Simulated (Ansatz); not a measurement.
# The perfect armchair graphene nanoribbon (N = 9, H2 edges), part 2 of 2

Aim: is the armchair graphene nanoribbon (N = 9, H2 edges) a metal or a semiconductor?

Ansatz 0.2.0; DFT PBE, plane waves, PAW; relaxation of a wire's period (the session's first sound run).

So far, band gap (eV): step 3 (bands of the perfect wire, PBE) 1.46; step 4 (LDA PBE, k-mesh 1×1×14) 1.47; step 5 (PBEsol PBE, k-mesh 1×1×14) 1.47; step 6 (r2SCAN PBE, cutoff 500 eV, k-mesh 1×1×14) 1.55.

### Step 8. At a strained period, period over the relaxed period 0.94, k-mesh 1×1×15 (continued)

Electronic bands along the path, in eV, zero at the Fermi level:

```
  point  band 37  band 38  band 39  band 40  band 41  band 42  band 43  band 44
      Γ    -3.12    -1.69    -1.11    -0.65     0.65     1.07     1.55     1.55
halfway    -3.56    -2.89    -2.60    -1.86     1.50     2.10     2.40     2.51
      Z    -4.64    -3.57    -3.17    -2.50     1.65     2.75     2.82     3.62
```

The gap is 1.30 eV, against 1.46 eV under PBE at the relaxed period.

### Step 9. At a strained period, period over the relaxed period 1.1, k-mesh 1×1×13

The period is set to 1.1 times the relaxed one and the atoms relax within it: strain changes bond lengths and angles, which shifts the bands against each other. Against the first PBE run of this kind, the mesh along the wire has 13 points against 19.

The cell differs from the one that the last finished run ended in (c 4.043 → 4.731 Å).

Input file input.yaml:

```yaml
crystal:
  lattice:
    - [17.981, 0.0, 0.0]
    - [0.0, 8.76, 0.0]
    - [0.0, 0.0, 4.7313090601]
  atoms:
    - { symbol: C, position: [0.22107549, 0.5, 0.989100459] }
    - { symbol: C, position: [0.36286925, 0.5, 0.9987693] }
    - { symbol: C, position: [0.5, 0.5, 0.001315466] }
    - { symbol: C, position: [0.63713075, 0.5, 0.9987693] }
    - { symbol: C, position: [0.77892451, 0.5, 0.989100459] }
    - { symbol: C, position: [0.22107549, 0.5, 0.344232874] }
    - { symbol: C, position: [0.36286925, 0.5, 0.334564034] }
    - { symbol: C, position: [0.5, 0.5, 0.332017867] }
[... 14 atom lines left out ...]
    - { symbol: H, position: [0.189060167, 0.599147151, 0.905498182] }
    - { symbol: H, position: [0.189060167, 0.400852849, 0.905498182] }
    - { symbol: H, position: [0.810939833, 0.599147151, 0.905498182] }
    - { symbol: H, position: [0.810939833, 0.400852849, 0.905498182] }
kpoints:
  mp_grid: { grid: [1, 1, 13] }
  band_path: { path: ["Γ", Z], npoints: 50 }
scf:
  occupations: { method: fermi_dirac, width: 0.05 }
hamiltonian:
  xc: pbe
relax:
  max_steps: 40
  f_tol: 0.02
output:
  stress: true
```

Command:

```
ansatz run input.yaml --threads 8 --pin off --max-ram 16384MiB --backend cpu --events-out ev --progress --plain --runs-dir out
```

Run time: 60 s. Hardware: 8 threads of Intel Xeon at 2.50GHz (Skylake/Cascade Lake), shared host; peak memory 2.8 GiB; 5.3 min of CPU time.

Step by step:

```
step  energy less that of the first step (eV)  largest force component (eV/Å)
   1                                   0.0000                          0.8288
   2                                  -0.3901                          0.4590
   3                                  -0.4280                          0.2555
   4                                  -0.4375                          0.0702
   5                                  -0.4379                          0.0107
```

Forces are held to the 8 operations that the run works with; a distortion that breaks them can't arise in this run.

The atoms that moved most (Å):

```
atom      dx      dy      dz  length
 H24   0.056  -0.002   0.118   0.130
 H23   0.056   0.002   0.118   0.130
 H25  -0.056   0.002   0.118   0.130
 H26  -0.056  -0.002   0.118   0.130
 H13  -0.056   0.002  -0.118   0.130
 H12   0.056  -0.002  -0.118   0.130
 H11   0.056   0.002  -0.118   0.130
 H14  -0.056  -0.002  -0.118   0.130
```

The relaxed structure:

```xyz
26
Lattice="17.9810 0.0000 0.0000 0.0000 8.7600 0.0000 0.0000 0.0000 4.7313" Properties=species:S:1:pos:R:3
C     4.0538    4.3800    4.7153
C     6.5447    4.3800    4.7095
C     8.9905    4.3800    0.0030
C    11.4363    4.3800    4.7095
C    13.9272    4.3800    4.7153
C     4.0538    4.3800    1.5931
C     6.5447    4.3800    1.5989
C     8.9905    4.3800    1.5741
C    11.4363    4.3800    1.5989
C    13.9272    4.3800    1.5931
H     3.4556    5.2507    1.9067
H     3.4556    3.5093    1.9067
H    14.5254    5.2507    1.9067
H    14.5254    3.5093    1.9067
C     5.3564    4.3800    2.4104
C     7.7726    4.3800    2.3658
C    10.2084    4.3800    2.3658
C    12.6246    4.3800    2.4104
C     5.3564    4.3800    3.8980
C     7.7726    4.3800    3.9426
C    10.2084    4.3800    3.9426
C    12.6246    4.3800    3.8980
H     3.4556    5.2507    4.4017
H     3.4556    3.5093    4.4017
H    14.5254    5.2507    4.4017
H    14.5254    3.5093    4.4017
```

This step gave:

| Quantity | Value |
| --- | --- |
| energy at zero smearing | -4640.7234 eV |
| band gap | 0.2827 eV |

Electronic bands along the path, in eV, zero at the Fermi level:

```
  point  band 37  band 38  band 39  band 40  band 41  band 42  band 43  band 44
      Γ    -2.67    -1.99    -1.60    -0.14     0.14     1.19     1.59     2.26
halfway    -3.44    -2.62    -1.79    -1.36     1.39     2.00     2.51     2.64
      Z    -3.93    -2.62    -2.50    -1.60     1.66     2.62     2.94     3.65
```

The gap is 0.283 eV, against 1.46 eV under PBE at the relaxed period.

### Step 10. A varied input

This step: DFT LDA, plane waves, PAW; bands of a perfect wire at the PBE geometry; changed: scf.occupations.method = "cold", scf.occupations.width = 0.01, scf.lower_state_search = "standard" (Ansatz 0.2.0).

The atoms of the band run (LDA) are kept and the input is varied, to see whether the result depends on it.

Changes to input.yaml since step 9:

```diff
@@ -4,3 +4,3 @@
     - [0.0, 8.76, 0.0]
-    - [0.0, 0.0, 4.7313090601]
+    - [0.0, 0.0, 4.3011900547]
   atoms:
@@ -33,12 +33,8 @@
 kpoints:
-  mp_grid: { grid: [1, 1, 13] }
+  mp_grid: { grid: [1, 1, 14] }
   band_path: { path: ["Γ", Z], npoints: 50 }
 scf:
-  occupations: { method: fermi_dirac, width: 0.05 }
+  occupations: { method: cold, width: 0.01 }
+  lower_state_search: standard
 hamiltonian:
-  xc: pbe
-relax:
-  max_steps: 40
-  f_tol: 0.02
-output:
-  stress: true
+  xc: lda
```

The job ended after 31 s (8 threads; peak memory 2.5 GiB; 3.2 min of CPU time).

This step gave:

- band gap: 1.474 eV

It took 31 s against 32 s for the run it varies.

The band gap stays within 0.2 % plus 0.001 of the run it varies.

Against step 4, the band gap stays at 1.47 eV and the free energy stays within 0.05 meV an atom. The band gap moves by under 1 % between these two settings.

### Step 11. What came out

* cell length, PBE: 4.301 Å
* gap, PBE: 1.46 eV
* gap, LDA: 1.47 eV
* gap, PBEsol: 1.47 eV
* gap, r2SCAN: 1.55 eV
* gap, period scaled by 0.94: 1.30 eV
* gap, period scaled by 1.1: 0.283 eV

**Reading.** Under PBE the cell's length is 4.30 Å, and a gap of 1.46 eV makes it a semiconductor. At the relaxed period the wire is gapped under every functional, from 1.46 eV (PBE) to 1.55 eV (r2SCAN). Weak screening in one dimension makes quasiparticle gaps larger than the semilocal gaps, as a rule. Strain matters: under PBE the gap goes from 1.46 eV to 1.30 eV at 0.94 times the period and 0.283 eV at 1.1 times the period. Where the gap is under about 0.35 eV, the smearing of 0.05 eV partly fills the band edges in the SCF.

[Logs are printed without paths, hosts, clocks, repeated set-up lines and the standing remarks that a program may print on its own settings, such as how far it seeks lower states.]

[Hosts, paths, dates, database ids (printed as entryN), source tags and the programs' standing remarks are cut or masked in the printed files.]
